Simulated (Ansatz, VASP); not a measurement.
## Ag: VASP beside Ansatz

File INCAR:

```
SYSTEM = Ag
PREC = Accurate
ENCUT = 520
EDIFF = 1E-6
ISMEAR = 0
SIGMA = 0.15
LREAL = .FALSE.
LASPH = .TRUE.
NELM = 100
ALGO = Fast
ISIF = 2
LWAVE = .FALSE.
LCHARG = .TRUE.
GGA = PS
LELF = .TRUE.
LVHAR = .TRUE.
NBANDS = 12
```

File KPOINTS:

```
Automatic mesh
0
G
  20 20 20
  0 0 0
```

The input POSCAR:

```
Ag
1.0
   -1.5728713000      1.5728713000      1.6556540000
    1.5728713000     -1.5728713000      1.6556540000
    1.5728713000      1.5728713000     -1.6556540000
Ag
1
Direct
    0.0000000000      0.0000000000      0.0000000000
```

Input for Ansatz:

```yaml
crystal:
  lattice:
    - [-1.5728713, 1.5728713, 1.655654]
    - [1.5728713, -1.5728713, 1.655654]
    - [1.5728713, 1.5728713, -1.655654]
  atoms:
    - { symbol: Ag, position: [0.0, 0.0, 0.0] }
basis:
  ecutwfc: 420
kpoints:
  mp_grid: { grid: [20, 20, 20] }
hamiltonian:
  xc: pbesol
scf:
  occupations: { method: gaussian, width: 0.15 }
output:
  forces: true
  stress: true
  eigenvalues: true
```

Change from the starting cell: strain -0.0500 x Voigt [1, 1, 0, 0, 0, 0], atoms carried along.

Alike in both runs: task single point; functional PBEsol; k mesh 20 × 20 × 20; occupations gaussian, width 0.15 eV; no spin polarisation.

|  | VASP | Ansatz |
| --- | --- | --- |
| version | VASP 6.6.1 | Ansatz 0.2.0 |
| potentials or method | VASP PAW PBE potentials, release 64 (Ag) | scalar-relativistic, plane waves, PAW |
| plane-wave cutoff (eV) | 520 | 420 |
| valence electrons in the cell | 11 | 19 |

```tsv
	VASP	Ansatz	Ansatz less VASP
gap on the k mesh at the Fermi level (eV)	none	none	-
pressure (GPa)	2.7	2.9	+0.12
largest component of the traceless stress (GPa)	0.67	0.67	-0.001
```

A gap of «none» marks a metal or a gap that the smearing closes. The two sets of potentials don't hold the same shells in valence.

Caveats: the PAW data sets were made with another functional, which shifts forces and pressure a little (VASP).
